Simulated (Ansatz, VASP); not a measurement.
## One calculation of CdSe, two programs

```xyz
2
Lattice="0.0000 3.0413 3.0413 3.0413 0.0000 3.0413 3.0413 3.0413 0.0000" Properties=species:S:1:pos:R:3 pbc="T T T"
Cd    0.0000    0.0000    0.0000
Se    1.5207    1.5207    1.5207
```

Alike in both runs: functional PBEsol; k mesh 10 × 10 × 10; occupations gaussian, width 0.02 eV; no spin polarisation.

Ansatz relaxed the structure, and its values are those at the end. VASP's run is a single point on that final structure, the one shown.

```csv
,VASP,Ansatz
version,VASP 6.6.1,Ansatz 0.2.0
potentials or method,"VASP PAW PBE potentials, release 64 (Cd, Se)","scalar-relativistic, plane waves, PAW"
plane-wave cutoff (eV),520,420
valence electrons in the cell,18,36
```

VASP gave:

* gap on the k mesh at the Fermi level (eV): 0.48
* least direct gap on the mesh (eV): 0.48
* pressure (GPa): 0.3

Problem. What did Ansatz give for the same quantities?

Solution. gap on the k mesh at the Fermi level (eV): 0.48; least direct gap on the mesh (eV): 0.48; pressure (GPa): 0.0.

The two sets of potentials don't hold the same shells in valence.

Caveats: the PAW data sets were made with another functional, which shifts forces and pressure a little (VASP).
